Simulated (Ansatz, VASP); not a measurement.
# Li: VASP beside Ansatz

INCAR

```
PREC = Accurate ; ENCUT = 600
EDIFF = 1E-6 ; ISMEAR = -1
SIGMA = 0.1 ; LREAL = F
LASPH = T ; NELM = 60
ALGO = Normal ; ISIF = 3
LWAVE = F ; LCHARG = F
GGA = B5 ; ALDAX = 1.0
AGGAX = 1.0 ; AGGAC = 1.0
ALDAC = 0.0 ; IVDW = 12
VDW_S6 = 1.0 ; VDW_S8 = 2.6996
VDW_A1 = 0.4298 ; VDW_A2 = 4.2359
IBRION = 2 ; NSW = 80
EDIFFG = -0.1
```

Contents of KPOINTS:

```
Automatic mesh
0
Gamma
  5 5 5
```

The input POSCAR:

```
Li
1.0
    0.0000000000      2.2020000000      2.2020000000
    2.2020000000      0.0000000000      2.2020000000
    2.2020000000      2.2020000000      0.0000000000
Li
1
Direct
    0.0000000000      0.0000000000      0.0000000000
```

Input for Ansatz:

```yaml
crystal:
  lattice:
    - [0.0, 2.202, 2.202]
    - [2.202, 0.0, 2.202]
    - [2.202, 2.202, 0.0]
  atoms:
    - { symbol: Li, position: [0.0, 0.0, 0.0] }
basis:
  ecutwfc: 544.22772491976
  ecutrho_ratio: 8
kpoints:
  mp_grid:
    grid: [5, 5, 5]
    shift: [0.0, 0.0, 0.0]
hamiltonian:
  xc: blyp
  dispersion: d3bj
scf:
  convergence:
    dr2_threshold: 1.0e-08
  occupations:
    method: fermi_dirac
    width: 0.1
relax:
  f_tol: 0.1
  cell: {}
```

This isn't the form of Li at room conditions, which is bcc.

Alike in both runs: task relaxation of cell and atoms; functional BLYP; dispersion D3(BJ); k mesh 5 × 5 × 5; occupations fermi-dirac, width 0.1 eV; no spin polarisation.

```csv
,VASP,Ansatz
version,VASP 6.6.1,Ansatz 0.2.0
potentials or method,"VASP PAW PBE potentials, release 64 (Li_sv)","plane waves, PAW"
plane-wave cutoff (eV),600,544
valence electrons in the cell,3,3
```

Ansatz gave:

- relaxed volume (Å³/atom): 15.57
- relaxed cell length with the largest relative difference (Å): 2.803
- energy change over the relaxation (meV/atom): -79

**Question.** Estimate VASP's values.

**Answer.** Relaxed volume (Å³/atom): 15.79; relaxed cell length with the largest relative difference (Å): 2.816; energy change over the relaxation (meV/atom): -83.

Ansatz warned: «stress_scf_threshold_loose».

Caveats: the k mesh is coarse (spacing up to 0.49 Å⁻¹), so the values aren't converged; the cutoff is under 1.25 times the usual one of these potentials, so pressure, stress and relaxed cells hold a basis-set (Pulay) error (VASP); the volume moved by over 15 % at a fixed basis, so the end points are rough (VASP); the PAW data sets were made with another functional, which shifts forces and pressure a little (VASP); the volume moved by -26 % from the deposited cell, more than functionals usually miss; pairwise dispersion overbinds metals, which lowers pressure and volume.
